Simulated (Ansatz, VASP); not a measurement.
SiO2 in VASP and in Ansatz

```
Si O
1.0
     4.18545    0.00000    0.00000
     0.00000    4.18545    0.00000
     0.00000    0.00000    2.66724
Si O
2 4
Cartesian
  2.0927 2.0927 1.3336
  0.0000 0.0000 0.0000
  2.9044 2.9044 0.0000
  0.8116 3.3738 1.3336
  1.2811 1.2811 0.0000
  3.3738 0.8116 1.3336
```

Alike in both runs: functional r2SCAN; k mesh 6 × 6 × 8; occupations gaussian, width 0.1 eV; no spin polarisation.

Ansatz relaxed the structure, and its values are those at the end. VASP's run is a single point on that final structure, the one shown.

|  | VASP | Ansatz |
| --- | --- | --- |
| version | VASP 6.6.1 | Ansatz 0.2.0 |
| potentials or method | VASP PAW PBE potentials, release 64 (Si, O) | scalar-relativistic, plane waves, PAW |
| plane-wave cutoff (eV) | 520 | 500 |
| valence electrons in the cell | 32 | 32 |

Ansatz gave:

| Quantity | Value |
| --- | --- |
| gap on the k mesh at the Fermi level (eV) | 6.52 |
| least direct gap on the mesh (eV) | 6.52 |
| pressure (GPa) | 0.2 |
| rms of the force components (eV/Å) | 0.002 |

Question: Which values does VASP return?

Answer: gap on the k mesh at the Fermi level (eV): 6.52; least direct gap on the mesh (eV): 6.52; pressure (GPa): 0.6; rms of the force components (eV/Å): 0.008.

The functional is the same, so the differences come from potentials, cutoffs and numerics.

Caveats: the PAW data sets were made with another functional, which shifts forces and pressure a little (VASP). r2SCAN opens gaps a little over a GGA but as a rule still falls short of measured ones. A k mesh can miss the band edges.
